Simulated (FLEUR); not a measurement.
The system is ZnSe (Stilleite).

```
Se Zn
1.0
     0.00000    2.83380    2.83380
     2.83380    0.00000    2.83380
     2.83380    2.83380    0.00000
Se Zn
1 1
Direct
  0.75000 0.75000 0.75000
  0.00000 0.00000 0.00000
```

Program: FLEUR MaX-R8.1 (later development tree). Alike in all runs: potentials or basis all-electron, FLAPW; no spin polarisation; cell as given; smearing fermi-dirac 0.05 eV; kmax 4.56 1/bohr.

Task: Order these runs on this cell by their band gap on the k mesh, lowest first.
A. level HSE06; k mesh 4 × 4 × 4; max iterations 30; mixer history 15; density convergence 0.0001 me/bohr^3; mesh quality coarse
B. level PBEsol; k mesh 8 × 8 × 8; max iterations 60; mixer history 15; density convergence 1e-05 me/bohr^3; mesh quality not flagged
C. level r2SCAN; k mesh 8 × 8 × 8; max iterations 80; mixer history 30; density convergence 0.0001 me/bohr^3; mesh quality not flagged

Result: B (1.17 eV), C (1.88 eV), A (2.44 eV).

Caveats: some runs use coarse meshes; the meta-GGA is that of a development version, with a GGA for the radial functions and cores and without core tails (some runs); core states are solved in the semilocal potential (some runs).

The runs were made with more than one version of the program.
